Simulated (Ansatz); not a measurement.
Born–Oppenheimer molecular dynamics of a periodic cell of 36 atoms, H6C2O (packed as 4 CH3CH2OH, density as packed 0.88 g/cm³ with natural masses). It starts from a partly relaxed structure (largest force component 0.29 eV/Å).

The calculation used DFT PBE-D3(BJ), scalar-relativistic, plane waves, PAW (Ansatz). Settings: accuracy low, cutoff 420 eV, k mesh 1x1x1, fermi-dirac smearing 0.02 eV, no spin polarisation.

```yaml
ensemble: NVT, Langevin thermostat
time_step: 0.5 fs
steps_asked: 300
set_temperature: 400 K
friction: 0.02 /fs
seed: 459768
```

First frame:

```xyz
36
Lattice="7.0419 0.0000 0.0000 0.0000 7.0419 0.0000 0.0000 0.0000 7.0419" Properties=species:S:1:pos:R:3
C 4.215 0.152 6.268
C 4.235 1.037 7.509
O 3.006 1.767 7.579
H 3.077 2.449 8.283
H 4.369 0.412 8.415
H 5.098 1.728 7.456
H 5.124 -0.462 6.219
H 3.346 -0.521 6.278
H 4.162 0.761 5.352
C 5.090 3.498 3.547
C 3.869 4.390 3.566
O 2.993 3.996 2.489
H 2.250 4.630 2.478
H 3.337 4.302 4.527
H 4.165 5.445 3.437
H 5.793 3.805 4.331
H 4.815 2.448 3.720
H 5.603 3.570 2.579
C 0.911 1.387 4.515
C 0.807 0.571 3.238
O 0.590 -0.819 3.554
H 0.404 -1.225 2.673
H -0.036 0.945 2.628
H 1.729 0.693 2.638
H 1.063 2.447 4.260
H -0.017 1.290 5.101
H 1.758 1.069 5.140
C 0.178 3.716 0.071
C 0.973 4.976 -0.182
O 0.613 5.939 0.838
H 1.097 6.768 0.665
H 2.054 4.755 -0.116
H 0.763 5.401 -1.181
H 0.491 2.932 -0.627
H 0.362 3.337 1.086
H -0.902 3.894 -0.047
```

(1) What does the run give?

(2) What happens to the structure?

(3) How do temperature and energy run in time?

Answers

(1) All steps were run.

* steps done: 300
* time covered: 150 fs
* mean temperature over the second half: 333 K
* spread of the potential energy over the second half: 3.7 meV per atom
* mean potential energy of the second half above the start: 32.9 meV per atom

The mean temperature of the second half is 17 % below the set value. A run of 0.15 ps of so small a system gives no equilibrium averages. Limits of this set-up: coarse k mesh, low accuracy level.

(2) Mean squared displacements from the first frame to the last, about the centre of mass: C 0.29 Å², O 0.31 Å², H 0.54 Å². The details hang on the random start.

(3) 
| time (fs) | T (K) | potential energy less start (eV) |
| --- | --- | --- |
| 0.0 | 389 | 0.000 |
| 12.5 | 318 | 0.603 |
| 25.0 | 266 | 0.948 |
| 37.5 | 318 | 0.902 |
| 50.0 | 310 | 1.155 |
| 62.5 | 288 | 1.293 |
| 75.0 | 364 | 1.034 |
| 87.5 | 336 | 1.030 |
| 100.0 | 352 | 0.999 |
| 112.5 | 338 | 1.367 |
| 125.0 | 259 | 1.264 |
| 137.5 | 353 | 1.171 |
| 150.0 | 323 | 1.080 |

Time of the run: 6 min on 1 thread of Intel(R) Xeon(R) Platinum 8488C (Sapphire Rapids), on a shared host, peak memory 0.47 GiB.
